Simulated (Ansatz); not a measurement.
## Band structure of ZrC

```
CELL_PARAMETERS angstrom
0.00000 2.35431 2.35431
2.35431 0.00000 2.35431
2.35431 2.35431 0.00000
ATOMIC_POSITIONS crystal
Zr 0.00000 0.00000 0.00000
C 0.50000 0.50000 0.50000
```

Atoms are numbered in the order listed.

The structure comes from a relaxation in the same program, started in the rocksalt type, and has space group Fm-3m. Whether it is a known phase or the ground state wasn't checked.

These are results of DFT, PBE, all-electron LAPW, Dirac equation with spin-orbit coupling (Ansatz 0.2.0), not measurements.

Settings: a Γ-centred 14×14×14 k mesh, Fermi–Dirac smearing of 0.05 eV, basis error target 0.5 meV/atom, no spin polarisation.

Points in fractions of the reciprocal vectors of this cell: Γ (0, 0, 0), X (0.5, 0, 0.5), U (0.625, 0.25, 0.625), K (0.375, 0.375, 0.75), L (0.5, 0.5, 0.5), W (0.5, 0.25, 0.75). The path joins them by straight lines in the order Γ–X–U–K–Γ–L–W–X; legs that retrace an earlier one aren't tabulated. Energies are in eV from the Fermi level.

Q: Metal or insulator at this level of theory?

A: No gap opens: metallic or semimetallic.

Q: Tabulate bands 32 to 39, counted from the lowest band of the run, along the path.

A: 
| k (1/Å) | point | band 32 | band 33 | band 34 | band 35 | band 36 | band 37 | band 38 | band 39 |
| --- | --- | --- | --- | --- | --- | --- | --- | --- | --- |
| 0.00 | Γ | 0.88 | 0.94 | 0.94 | 0.94 | 0.94 | 1.06 | 1.06 | 1.06 |
| 0.27 |  | -0.95 | 0.06 | 0.06 | 0.11 | 0.11 | 0.69 | 0.69 | 2.33 |
| 0.53 |  | -2.79 | -0.37 | -0.37 | -0.30 | -0.30 | -0.17 | -0.17 | 3.28 |
| 0.80 |  | -3.35 | -1.00 | -1.00 | -0.38 | -0.38 | -0.29 | -0.29 | 3.78 |
| 1.07 |  | -2.66 | -1.56 | -1.56 | -0.16 | -0.16 | -0.05 | -0.05 | 4.23 |
| 1.33 | X | -2.09 | -1.75 | -1.75 | -0.01 | -0.01 | 0.10 | 0.10 | 4.41 |
| 1.43 |  | -2.10 | -1.81 | -1.81 | -0.09 | -0.09 | 0.11 | 0.11 | 4.58 |
| 1.52 |  | -2.14 | -1.97 | -1.97 | -0.38 | -0.38 | 0.26 | 0.26 | 5.04 |
| 1.62 |  | -2.30 | -2.15 | -2.15 | -0.77 | -0.77 | 0.54 | 0.54 | 5.32 |
| 1.71 |  | -2.64 | -2.23 | -2.23 | -1.18 | -1.18 | 0.95 | 0.95 | 5.11 |
| 1.81 | U | -3.05 | -2.30 | -2.30 | -1.57 | -1.57 | 1.49 | 1.49 | 4.84 |
| 1.97 |  | -3.22 | -2.34 | -2.34 | -1.86 | -1.86 | 2.03 | 2.03 | 4.42 |
| 2.13 |  | -3.31 | -2.38 | -2.38 | -2.10 | -2.10 | 2.83 | 2.83 | 3.69 |
| 2.30 |  | -3.31 | -2.38 | -2.38 | -2.10 | -2.10 | 2.83 | 2.83 | 3.69 |
| 2.46 |  | -3.22 | -2.34 | -2.34 | -1.86 | -1.86 | 2.03 | 2.03 | 4.42 |
| 2.62 | K | -3.05 | -2.30 | -2.30 | -1.57 | -1.57 | 1.49 | 1.49 | 4.84 |
| 2.91 |  | -4.06 | -2.42 | -2.42 | -2.35 | -2.35 | 3.55 | 3.55 | 3.85 |
| 3.19 |  | -3.95 | -2.52 | -2.52 | -2.10 | -2.10 | 2.78 | 2.78 | 3.95 |
| 3.47 |  | -2.61 | -1.86 | -1.86 | -1.37 | -1.37 | 1.88 | 1.88 | 3.03 |
| 3.76 |  | -0.72 | -0.47 | -0.47 | -0.25 | -0.25 | 1.29 | 1.29 | 2.01 |
| 4.04 | Γ | 0.88 | 0.94 | 0.94 | 0.94 | 0.94 | 1.06 | 1.06 | 1.06 |
| 4.27 |  | -0.37 | -0.08 | -0.08 | -0.08 | -0.08 | 1.45 | 1.45 | 1.45 |
| 4.50 |  | -1.96 | -1.27 | -1.27 | -1.26 | -1.26 | 2.10 | 2.10 | 2.10 |
| 4.73 |  | -3.47 | -2.18 | -2.18 | -2.16 | -2.16 | 3.03 | 3.03 | 3.04 |
| 4.96 |  | -4.71 | -2.74 | -2.74 | -2.72 | -2.72 | 4.00 | 4.00 | 4.00 |
| 5.19 | L | -5.28 | -2.93 | -2.93 | -2.91 | -2.91 | 4.46 | 4.46 | 4.47 |
| 5.38 |  | -5.10 | -2.84 | -2.84 | -2.81 | -2.81 | 4.06 | 4.06 | 4.41 |
| 5.57 |  | -4.59 | -2.63 | -2.63 | -2.55 | -2.55 | 3.52 | 3.52 | 4.05 |
| 5.76 |  | -3.88 | -2.45 | -2.45 | -2.24 | -2.24 | 3.26 | 3.26 | 3.53 |
| 5.95 |  | -3.14 | -2.38 | -2.38 | -2.14 | -2.14 | 3.23 | 3.23 | 3.27 |
| 6.14 | W | -2.64 | -2.42 | -2.42 | -2.28 | -2.28 | 3.25 | 3.25 | 3.27 |
| 6.27 |  | -2.44 | -2.38 | -2.38 | -2.25 | -2.25 | 2.39 | 2.39 | 4.08 |
| 6.40 |  | -2.31 | -2.17 | -2.17 | -1.85 | -1.85 | 1.56 | 1.56 | 4.77 |
| 6.54 |  | -2.19 | -2.03 | -2.03 | -1.06 | -1.06 | 0.82 | 0.82 | 5.25 |
| 6.67 |  | -2.11 | -1.85 | -1.85 | -0.31 | -0.31 | 0.27 | 0.27 | 4.73 |
| 6.81 | X | -2.09 | -1.75 | -1.75 | -0.01 | -0.01 | 0.10 | 0.10 | 4.41 |
